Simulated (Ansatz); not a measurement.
A run of Ansatz 0.2.0 is set up as follows.

File input.yaml:

```yaml
crystal:
  lattice:
    - [2.7309790422, 0.0, 0.0]
    - [-1.3654895211, 2.3650972278, 0.0]
    - [0.0, 0.0, 4.428489]
  atoms:
    - { symbol: Rh, position: [0.3333333333, 0.6666666667, 0.25] }
    - { symbol: Rh, position: [0.6666666667, 0.3333333333, 0.75] }
kpoints:
  mp_grid: { grid: [8, 8, 4] }
  band_path:
    path:
      - [0.0, 0.0, 0.0]
      - [0.5, 0.0, 0.0]
      - [0.3333333333, 0.3333333333, 0.0]
      - [0.0, 0.0, 0.0]
      - [0.0, 0.0, 0.5]
      - [0.5, 0.0, 0.5]
      - [0.3333333333, 0.3333333333, 0.5]
      - [0.0, 0.0, 0.5]
    npoints: 8
scf:
  occupations: { method: fermi_dirac, width: 0.05 }
hamiltonian:
  xc: pbesol
  pseudopotentials: { kind: all_electron, lapw: { basis_error: 0.001 } }
magnetization:
  noncollinear: true
  spin_orbit: true
output:
  forces: true
  stress: true
  eigenvalues: true
```

Potentials or basis: all-electron LAPW, relativistic spinors.

The run is started by

```console
$ ansatz run input.yaml --threads 1 --pin off --max-ram 3072MiB --backend cpu --events-out ev --progress --plain --runs-dir out
```

Q: Estimate the band gap along the path.

A: None (metal or under the smearing width).

Q: Estimate the pressure.

A: -13.4 GPa.

Levels at the corners of the path, in eV from the Fermi level:
```csv
point,band 51,band 52,band 53,band 54,band 55,band 56,band 57,band 58
Γ,-1.85,-1.85,-1.68,-1.68,0.03,0.03,0.24,0.24
M,0.41,0.41,0.52,0.52,0.75,0.75,2.88,2.88
K,-0.18,-0.18,-0.02,-0.02,0.15,0.15,6.04,6.04
Γ,-1.85,-1.85,-1.68,-1.68,0.03,0.03,0.24,0.24
A,-2.84,-2.84,-0.46,-0.46,-0.46,-0.46,-0.35,-0.35
L,-0.31,-0.31,0.59,0.59,0.59,0.59,2.54,2.54
H,-1.63,-1.63,0.16,0.16,0.22,0.22,7.15,7.15
A,-2.84,-2.84,-0.46,-0.46,-0.46,-0.46,-0.35,-0.35
```

Caveat: the k mesh is thin for a metal, which can move the energy by tens of meV per atom.
